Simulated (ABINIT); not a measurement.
Runs of ABINIT 10.8.3 (patched build) on MnO2. It takes space group P-3m1 (No. 164, trigonal). Conventional cell: a = 2.857 Å, b = 2.857 Å, c = 4.601 Å, α = 90.00°, β = 90.00°, γ = 120.00°. Mn (site symmetry -3m) is surrounded by 6 O at 1.90 Å. O (site symmetry 3m) is surrounded by 3 Mn at 1.90 Å. Measurements of this composition are mostly on another form, of space group No. 136.

```tsv
task	level	potentials or basis	U	cell	k mesh	cutoff (eV)	double counting (usepawu)	occupation projector (dmatpuopt)	perturbed atom	perturbed element	parameter computed	mesh quality	gap on the mesh (eV)	pressure (GPa)	moment (μB)	largest force (eV/Å)
single point	PBEsol	PseudoDojo NC SR PBEsol v0.4.1 standard	-	as given	8 × 8 × 4	1306	-	-	-	-	-	not flagged	(a)	-2.4	3.00	0.21
Hund's J by linear response	LDA-PZ+U	JTH PAW LDA v2.0	Mn d U = 0 eV	as given	6 × 6 × 3	707	1	1	1	Mn	J	coarse	0.40	(b)	3.00	0.45
relaxation of cell and atoms	LDA	PseudoDojo NC SR LDA v0.4.1 standard	-	relaxed	8 × 8 × 4	1306	-	-	-	-	-	not flagged	0.29	0.0	3.00	-
phonons	PBEsol	PseudoDojo NC SR PBEsol v0.4.1 standard	-	as given	8 × 8 × 4, shifted	1306	-	-	-	-	-	not flagged	-	-2.4	3.00	0.21
```

Alike in all rows: spin collinear, ferromagnetic start; smearing fermi-dirac 0.05 eV.

Task: Estimate the missing entries.

Result: (a) 0.81; (b) -7.9.

Caveats: some runs use coarse meshes; a cell with one magnetic atom can't hold antiferromagnetic order, which such compounds often take; the shifted atom has its images in every cell, so this scalar value isn't converged in cell size and belongs to these projectors alone (some runs); an odd mesh through Γ misses points on the zone boundary, where band edges often lie (some runs); the atoms weren't relaxed first, which shifts response properties (some runs); the mesh is coarse for a metal's response (some runs); this build's spin-polarised response under this functional may be imprecise (some runs).

Not every run made on this cell is shown here.
